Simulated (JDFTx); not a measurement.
Write the native input for JDFTx 1.7.0 (patched build) that does the following.

| Property | Result |
| --- | --- |
| Task | single point |
| Functional | PBE |
| Potentials or basis | PseudoDojo-SR-PBE-0.5-standard with smoothed tails |
| Cutoff | 1252 eV |
| Density cutoff | 10014 eV |
| k mesh | 9 × 9 × 7 |
| Occupations | fermi-dirac, width 0.05 eV |
| Spin | no spin polarisation |
| Hubbard terms | Au d U = 2 eV, Cu d U = 2 eV |
| Local potential set to -Z/r beyond | 6 bohr |
| Density cutoff over wavefunction cutoff | 8 |
| Max SCF steps | 100 |
| SCF threshold on the energy | 1e-09 Ha |
| Solver of the electrons | scf |
| Further solve for the empty bands | yes |
| Hubbard projectors | atomic pseudo-orbitals, not orthogonalised |

CuAu:

```
Au Cu
1.0
     2.81075    0.00000    0.00000
     0.00000    2.81075    0.00000
     0.00000    0.00000    3.68500
Au Cu
1 1
Direct
  0.00000 0.00000 0.00000
  0.50000 0.50000 0.50000
```

The input as run:

CuAu.in

```
lattice \
    5.3115466753     0.0000000000     0.0000000000 \
    0.0000000000     5.3115466753     0.0000000000 \
    0.0000000000     0.0000000000     6.9636407692
coords-type Lattice
ion Au     0.0000000000     0.0000000000     0.0000000000 1
ion Cu     0.5000000000     0.5000000000     0.5000000000 1

ion-species pseudo/Au.upf
ion-species pseudo/Cu.upf
elec-cutoff 46 368
elec-ex-corr gga-PBE
kpoint-folding 9 9 7
elec-smearing Fermi 0.0018374661
elec-n-bands 26
add-U Au d 0.073499 Cu d 0.073499
electronic-SCF nIterations 100 energyDiffThreshold 1e-09
electronic-minimize nIterations 30 energyDiffThreshold 1e-7
converge-empty-states yes
forces-output-coords Cartesian

dump-name run.$VAR
dump End Ecomponents EigStats BandEigs Kpoints Forces Stress RhoAtom ElecDensity Dtot KEdensity
```

Potentials or basis: PseudoDojo-SR-PBE-0.5-standard with smoothed tails.

Command:

```console
$ jdftx -c 1 -i CuAu.in -o CuAu.out
```

It gave:

```json
{
 "Pressure": "5.0 GPa",
 "Band gap on the k mesh": "none (metal or under the smearing width)"
}
```

Caveat: U without spin polarisation on a metal has little footing; the U is typed as a test and isn't derived for this compound.

Wall time 3.4 min on 1 thread of AMD EPYC 7R43 64-Core Processor (Zen 3) (shared host), peak memory 0.22 GiB.
